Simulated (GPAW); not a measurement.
Write an ASE script for GPAW 26.7.0 that does the following.

```
Task                           : equation of state
Functional                     : optB88-vdW
Potentials or basis            : GPAW PAW data sets (gpaw-data 1.2.1)
Cutoff                         : 600 eV
Basis                          : pw
k mesh                         : 8 × 8 × 8
Occupations                    : fermi-dirac, width 0.05 eV
Spin                           : no spin polarisation
Maxiter                        : 150
older calculator (legacy_gpaw) : yes
Eos scales                     : [0.94, 0.96, 0.98, 1.0, 1.02, 1.04, 1.06]
```

The structure of Ge lies in Ge.cif:

```cif
data_Ge
_cell_length_a 3.89984060
_cell_length_b 3.89984060
_cell_length_c 3.89984060
_cell_angle_alpha 97.37698365
_cell_angle_beta 97.37698365
_cell_angle_gamma 138.00520065
_space_group_name_H-M_alt 'P1'
_space_group_name_Hall 'P 1'
_space_group_IT_number 1
loop_
_space_group_symop_operation_xyz
'x,y,z'
loop_
_atom_site_label
_atom_site_type_symbol
_atom_site_symmetry_multiplicity
_atom_site_Wyckoff_symbol
_atom_site_fract_x
_atom_site_fract_y
_atom_site_fract_z
_atom_site_occupancy
Ge1 Ge 1 a 0.5000000000 0.5000000000 0.0000000000 1
Ge2 Ge 1 a 0.2500000000 0.7500000000 0.5000000000 1
```

This isn't the form of Ge at room conditions, which is diamond.

One way to write it, as run:

run.py

```python
from ase.eos import EquationOfState
from ase.io import Trajectory, read
from ase.units import GPa
from gpaw import GPAW, PW

atoms = read('Ge.cif')

traj = Trajectory('eos.traj', 'w')
volumes, energies = [], []
for x in [0.94, 0.96, 0.98, 1.0, 1.02, 1.04, 1.06]:
    a = atoms.copy()
    a.set_cell(atoms.cell * x**(1 / 3), scale_atoms=True)
    calc = GPAW(mode=PW(600),
                xc={'name': 'optB88-vdW', 'backend': 'libvdwxc'},
                kpts={'size': (8, 8, 8), 'gamma': True},
                occupations={'name': 'fermi-dirac', 'width': 0.05},
                nbands=11,
                convergence={'density': 1e-05, 'energy': 1e-05},
                maxiter=150,
                legacy_gpaw=True,
                txt=f'eos-{x:.2f}.txt')
    a.calc = calc
    energies.append(a.get_potential_energy(force_consistent=True))
    volumes.append(a.get_volume())
    calc.write(f'eos-{x:.2f}.gpw')
    traj.write(a)
    print(f'{x:.2f} {volumes[-1]:10.4f} A^3 {energies[-1]:14.6f} eV', flush=True)

v0, e0, B = EquationOfState(volumes, energies, eos='birchmurnaghan').fit()
print(f'V0 = {v0:.4f} A^3, E0 = {e0:.6f} eV, B0 = {B / GPa:.2f} GPa')
```

Potentials or basis: GPAW PAW data sets (gpaw-data 1.2.1), pw.

Run with:

```sh
$ OMP_NUM_THREADS=1 python run.py
```

It gave:

```
Equilibrium volume                        : 19.73 Å³/atom (rough: see the caveat)
Bulk modulus at fixed shape and positions : 63 GPa (rough)
```

Caveat: the minimum lies outside the volumes run; the cell was scaled at fixed shape and fractional positions, which overstates the stiffness of a crystal with free parameters, most of all of layers and chains; the PAW data sets were made with another functional, which shifts forces and pressure a little.

It took 120 s on 1 thread of Intel(R) Xeon(R) Platinum 8259CL CPU @ 2.50GHz (Skylake/Cascade Lake), on a shared host, peak memory 0.19 GiB.
